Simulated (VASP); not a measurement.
# BP (F-43m) in VASP: a series of runs

The runs below take BP through relaxation of the atoms, with PBE.

All numbers are computed with VASP 6.6.1; they aren't measurements. Logs are shortened: lines on timing, memory, paths and dates and some standing lists are left out, and cuts for length are marked.

## 1. The undisturbed crystal

It takes space group F-43m (No. 216, cubic). Conventional cell: a = 4.538 Å, b = 4.538 Å, c = 4.538 Å, α = 90.00°, β = 90.00°, γ = 90.00°. B (site symmetry -43m) is surrounded by 4 P at 1.97 Å. Around P (site symmetry -43m) lie 4 B at 1.97 Å.

## 2. Relaxation of the atoms, PBE (a relaxed cell with its volume scaled by 1.02)

INCAR

```
  PREC = Accurate
  ENCUT = 300
  EDIFF = 1E-7
  ISMEAR = 0
  SIGMA = 0.03
  LREAL = F
  LASPH = T
  NELM = 80
  ALGO = Fast
  ISIF = 2
  LWAVE = F
  LCHARG = F
  GGA = PE
  IBRION = 2
  NSW = 40
  EDIFFG = -0.01
```

KPOINTS

```
regular mesh
0
Gamma
  5 5 5
```

POSCAR

```
BP                                      
1.0
    0.0000000000      2.2881729730      2.2881729730
    2.2881729730      0.0000000000      2.2881729730
    2.2881729730      2.2881729730      0.0000000000
  B               P             
     1     1
Direct
     0.0000000000000000    0.0000000000000000    0.0000000000000000
     0.2500000000000000    0.2500000000000000    0.2500000000000000
```

Potentials or basis: VASP PAW PBE potentials, release 64 (B_s, P).

Run with:

```
$ cat potpaw_PBE.64/B_s/POTCAR potpaw_PBE.64/P/POTCAR > POTCAR
$ mpirun -np 1 vasp_std > vasp.out
```

OUTCAR:

```text
PREC = Accurate
   ENCUT = 300
   EDIFF = 1E-7
   ISMEAR = 0
   LREAL = F
   LASPH = T
   NELM = 80
   ISIF = 2
   GGA = PE
   IBRION = 2
   NSW = 40
   EDIFFG = -0.01

 ion  position               nearest neighbor table
   1  0.000  0.000  0.000-   2 1.98   2 1.98   2 1.98   2 1.98
   2  0.250  0.250  0.250-   1 1.98   1 1.98   1 1.98   1 1.98

  LATTYP: Found a face centered cubic cell.
 ALAT       =     4.5763459460

  Lattice vectors:

 A1 = (   0.0000000000,   2.2881729730,   2.2881729730)
 A2 = (   2.2881729730,   0.0000000000,   2.2881729730)
 A3 = (   2.2881729730,   2.2881729730,   0.0000000000)

Analysis of symmetry for initial positions (statically):
=====================================================================
 Subroutine PRICEL returns:
 Original cell was already a primitive cell.

 Routine SETGRP: Setting up the symmetry group for a
 face centered cubic supercell.

 Subroutine GETGRP returns: Found 24 space group operations
 (whereof 24 operations were pure point group operations)
 out of a pool of 48 trial point group operations.

The static configuration has the point symmetry T_d .

Analysis of symmetry for dynamics (positions and initial velocities):
=====================================================================
 Subroutine PRICEL returns:
 Original cell was already a primitive cell.

 Routine SETGRP: Setting up the symmetry group for a
 face centered cubic supercell.

 Subroutine GETGRP returns: Found 24 space group operations
 (whereof 24 operations were pure point group operations)
 out of a pool of 48 trial point group operations.

The dynamic configuration has the point symmetry T_d .

 Subroutine INISYM returns: Found 24 space group operations
 (whereof 24 operations are pure point group operations),
 and found     1 'primitive' translations

----------------------------------------------------------------------------------------

                                     Primitive cell

  volume of cell :      23.9605

  direct lattice vectors                    reciprocal lattice vectors
     0.000000000  2.288172973  2.288172973    -0.218514949  0.218514949  0.218514949
     2.288172973  0.000000000  2.288172973     0.218514949 -0.218514949  0.218514949
     2.288172973  2.288172973  0.000000000     0.218514949  0.218514949 -0.218514949

  length of vectors
[... 73 lines left out ...]
   ISIF   =      2    stress and relaxation
   ISYM   =      2    0-nonsym 1-usesym 2-fastsym
   POTIM  = 0.5000    time-step for ionic-motion
   TEBEG  =    0.0;   TEEND  =   0.0 temperature during run
   PSTRESS=    0.0 pullay stress
   NELECT =       8.0000    total number of electrons
   NUPDOWN=      -1.0000    fix difference up-down
   EMIN   =  10.00;   EMAX   =-10.00  energy-range for DOS
   EFERMI =   0.00;   METHOD = LEGACY
   ISMEAR =     0;   SIGMA  =   0.03  broadening in eV -4-tet -1-fermi 0-gaus
   EFERMI_NEDOS =   21; number of points for ismear=-14 and -15
   IALGO  =     68    algorithm
   IMIX   =      4    mixing-type and parameters
     AMIX     =   0.40;   BMIX     =  1.00
     AMIX_MAG =   1.60;   BMIX_MAG =  1.00
  volume/ion in A,a.u.               =      11.98        80.85
  Fermi-wavevector in a.u.,A,eV,Ry     =   1.135724  2.146206 17.549720  1.289868
  Thomas-Fermi vector in A             =   2.272428
   LORBIT       =      0    0 simple, 1 ext, 2 COOP (PROOUT), +10 PAW based schemes
   GGA     = PE    functional components
   LHFCALC =     F    Hartree Fock is set to
   AEXX    =    0.0000 exact exchange contribution
   IVDW    =     0    specifies the selected vdW correction
   LEPSILON=     F    determine dielectric tensor
   LRPA    =     F    only Hartree local field effects (RPA)
 conjugate gradient relaxation of ions
 non-spin polarized calculation
 RMM-DIIS sequential band-by-band and
 Gauss-broadening in eV      SIGMA  =   0.03
  energy-cutoff  :      300.00
  volume of cell :       23.96
 maximum number of plane-waves:       295
 NGX is ok and might be reduce to    18
   NGX =  9   NGY =  9   NGZ =  9

 number of electron       7.9999997 magnetization

 Free energy of the ion-electron system (eV)
  ---------------------------------------------------
  ext. energy  EPLUGINS =         0.00000000
  ---------------------------------------------------
  free energy    TOTEN  =       -12.86031182 eV

  energy without entropy =      -12.86031182  energy(sigma->0) =      -12.86031182

 E-fermi :   7.9135     XC(G=0): -10.7546

 val. band max:        7.7807174204   @ k =   0.0000   0.0000   0.0000
 cond. band min:       9.0438289973   @ k =   0.4000   0.4000   0.0000
 fundamental gap:      1.2631115769
 Fermi energy:         7.9135238500

 k-point     1 :       0.0000    0.0000    0.0000
  band No.  band energies     occupation
      1      -7.4711      2.00000
      2       7.7807      2.00000
      3       7.7807      2.00000
      4       7.7807      2.00000
      5      11.1394      0.00000
      6      11.1394      0.00000
      7      11.1394      0.00000
      8      14.7645      0.00000
[... 89 lines left out ...]
 k-point    10 :      -0.4000    0.4000    0.2000
  band No.  band energies     occupation
      1      -3.3282      2.00000
      2       0.3615      2.00000
      3       2.2521      2.00000
      4       3.5782      2.00000
      5      12.3779      0.00000
      6      13.4285      0.00000
      7      14.3902      0.00000
      8      18.0638      0.00000

------------------------ aborting loop because EDIFF is reached ----------------------------------------

  FORCE on cell =-STRESS in cart. coord.  units (eV):
  Direction    XX          YY          ZZ          XY          YZ          ZX
  --------------------------------------------------------------------------------------
  -------------------------------------------------------------------------------------
  Total       -0.4540375     -0.4540375     -0.4540375      0.0000000     -0.0000000      0.0000000
  in kB      -30.3602787    -30.3602787    -30.3602787      0.0000000     -0.0000000      0.0000000
  external PRESSURE =     -30.3602787 kB  Pullay stress =       0.0000000 kB

 VOLUME and BASIS-vectors are now :
 -----------------------------------------------------------------------------
  energy-cutoff  :      300.00
  volume of cell :       23.96
      direct lattice vectors                 reciprocal lattice vectors
     0.000000000  2.288172973  2.288172973    -0.218514949  0.218514949  0.218514949
     2.288172973  0.000000000  2.288172973     0.218514949 -0.218514949  0.218514949
     2.288172973  2.288172973  0.000000000     0.218514949  0.218514949 -0.218514949

 POSITION                                       TOTAL-FORCE (eV/Angst)
 -----------------------------------------------------------------------------------
      0.00000      0.00000      0.00000        -0.000000     -0.000000     -0.000000
      1.14409      1.14409      1.14409         0.000000      0.000000      0.000000
 -----------------------------------------------------------------------------------
    total drift:                               -0.000000     -0.000000     -0.000000

  FREE ENERGIE OF THE ION-ELECTRON SYSTEM (eV)
  ---------------------------------------------------
  free  energy   TOTEN  =       -12.8603118163 eV

  energy  without entropy=      -12.8603118163  energy(sigma->0) =      -12.86031182

 reached required accuracy - stopping structural energy minimisation
```

OSZICAR:

```text
N       E                     dE             d eps       ncg     rms          rms(c)
DAV:   1     0.852235592588E+01    0.85224E+01   -0.29720E+03   160   0.605E+02
DAV:   2    -0.132220059863E+02   -0.21744E+02   -0.20782E+02   272   0.119E+02
DAV:   3    -0.135433345862E+02   -0.32133E+00   -0.32133E+00   168   0.162E+01
DAV:   4    -0.135475084539E+02   -0.41739E-02   -0.41739E-02   280   0.397E+00
DAV:   5    -0.135475135863E+02   -0.51324E-05   -0.51324E-05   176   0.545E-02    0.751E+00
RMM:   6    -0.129386977074E+02    0.60882E+00   -0.47359E-01   182   0.106E+01    0.430E+00
RMM:   7    -0.128669229964E+02    0.71775E-01   -0.40975E-01   198   0.493E+00    0.158E+00
RMM:   8    -0.128602195582E+02    0.67034E-02   -0.32342E-02   197   0.210E+00    0.322E-01
RMM:   9    -0.128603074601E+02   -0.87902E-04   -0.59966E-03   198   0.746E-01    0.877E-02
RMM:  10    -0.128603229609E+02   -0.15501E-04   -0.74553E-04   196   0.263E-01    0.412E-02
RMM:  11    -0.128603074173E+02    0.15544E-04   -0.96526E-05   197   0.110E-01    0.271E-02
RMM:  12    -0.128603118222E+02   -0.44049E-05   -0.17973E-05   193   0.427E-02    0.109E-02
RMM:  13    -0.128603118867E+02   -0.64499E-07   -0.42861E-06   195   0.209E-02    0.250E-03
RMM:  14    -0.128603118163E+02    0.70437E-07   -0.48817E-07   144   0.855E-03
   1 F= -.12860312E+02 E0= -.12860312E+02  d E =-.128603E+02
```

Run time: 3.6 s. Hardware: 1 thread of Intel Xeon Platinum 8488C (Sapphire Rapids), shared host; peak memory 0.1 GiB.

What came out:

* Free energy: -12.8603 eV
* Band gap on the k mesh: 1.26 eV, indirect (least direct gap 3.36 eV)

Final structure:
```cif
data_structure
_symmetry_space_group_name_H-M 'P 1'
_symmetry_Int_Tables_number 1
_cell_length_a 3.2360
_cell_length_b 3.2360
_cell_length_c 3.2360
_cell_angle_alpha 60.000
_cell_angle_beta 60.000
_cell_angle_gamma 60.000
_cell_volume 23.96
loop_
_atom_site_label
_atom_site_type_symbol
_atom_site_fract_x
_atom_site_fract_y
_atom_site_fract_z
_atom_site_occupancy
B1 B 0.00000 0.00000 0.00000 1
P1 P 0.25000 0.25000 0.25000 1
```

Caveat: the k mesh is coarse (spacing up to 0.48 Å⁻¹), so the values aren't converged; the cutoff is under 1.25 times the usual one of these potentials, so pressure, stress and relaxed cells hold a basis-set (Pulay) error; the relaxation stopped at its first step, so nothing moved; an odd mesh through Γ misses points on the zone boundary, where band edges often lie.

## 3. Relaxation of the atoms, PBE (a relaxed cell with its volume scaled by 1.04)

INCAR is that of step 2.

KPOINTS is that of step 2.

POSCAR

```
BP                                      
1.0
    0.0000000000      2.3030316554      2.3030316554
    2.3030316554      0.0000000000      2.3030316554
    2.3030316554      2.3030316554      0.0000000000
  B               P             
     1     1
Direct
     0.0000000000000000    0.0000000000000000    0.0000000000000000
     0.2500000000000000    0.2500000000000000    0.2500000000000000
```

Potentials or basis: VASP PAW PBE potentials, release 64 (B_s, P).

Run with:

```
$ cat potpaw_PBE.64/B_s/POTCAR potpaw_PBE.64/P/POTCAR > POTCAR
$ mpirun -np 1 vasp_std > vasp.out
```

OUTCAR:

```text
PREC = Accurate
   ENCUT = 300
   EDIFF = 1E-7
   ISMEAR = 0
   LREAL = F
   LASPH = T
   NELM = 80
   ISIF = 2
   GGA = PE
   IBRION = 2
   NSW = 40
   EDIFFG = -0.01

 ion  position               nearest neighbor table
   1  0.000  0.000  0.000-   2 1.99   2 1.99   2 1.99   2 1.99
   2  0.250  0.250  0.250-   1 1.99   1 1.99   1 1.99   1 1.99

  LATTYP: Found a face centered cubic cell.
 ALAT       =     4.6060633108

  Lattice vectors:

[... 285 lines left out ...]

  FORCE on cell =-STRESS in cart. coord.  units (eV):
  Direction    XX          YY          ZZ          XY          YZ          ZX
  --------------------------------------------------------------------------------------
  -------------------------------------------------------------------------------------
  Total       -0.8967851     -0.8967851     -0.8967851      0.0000000      0.0000000      0.0000000
  in kB      -58.8124473    -58.8124473    -58.8124473      0.0000000      0.0000000      0.0000000
  external PRESSURE =     -58.8124473 kB  Pullay stress =       0.0000000 kB

 VOLUME and BASIS-vectors are now :
 -----------------------------------------------------------------------------
  energy-cutoff  :      300.00
  volume of cell :       24.43
      direct lattice vectors                 reciprocal lattice vectors
     0.000000000  2.303031655  2.303031655    -0.217105136  0.217105136  0.217105136
     2.303031655  0.000000000  2.303031655     0.217105136 -0.217105136  0.217105136
     2.303031655  2.303031655  0.000000000     0.217105136  0.217105136 -0.217105136

 POSITION                                       TOTAL-FORCE (eV/Angst)
 -----------------------------------------------------------------------------------
      0.00000      0.00000      0.00000        -0.000000     -0.000000     -0.000000
      1.15152      1.15152      1.15152         0.000000      0.000000      0.000000
 -----------------------------------------------------------------------------------
    total drift:                               -0.000000     -0.000000     -0.000000

  FREE ENERGIE OF THE ION-ELECTRON SYSTEM (eV)
  ---------------------------------------------------
  free  energy   TOTEN  =       -12.8476305716 eV

  energy  without entropy=      -12.8476305716  energy(sigma->0) =      -12.84763057

 reached required accuracy - stopping structural energy minimisation
```

Wall time 3.5 s (1 thread of Intel Xeon Platinum 8488C (Sapphire Rapids), shared host); peak memory 0.11 GiB.

What came out:

| Quantity | Value |
| --- | --- |
| Free energy | -12.8476 eV |
| Band gap on the k mesh | 1.29 eV, indirect (least direct gap 3.33 eV) |

Final structure:
```
CELL_PARAMETERS angstrom
0.00000 2.30303 2.30303
2.30303 0.00000 2.30303
2.30303 2.30303 0.00000
ATOMIC_POSITIONS crystal
B 0.00000 0.00000 0.00000
P 0.25000 0.25000 0.25000
```

Caveat: the k mesh is coarse (spacing up to 0.47 Å⁻¹), so the values aren't converged; the cutoff is under 1.25 times the usual one of these potentials, so pressure, stress and relaxed cells hold a basis-set (Pulay) error; the relaxation stopped at its first step, so nothing moved; an odd mesh through Γ misses points on the zone boundary, where band edges often lie.
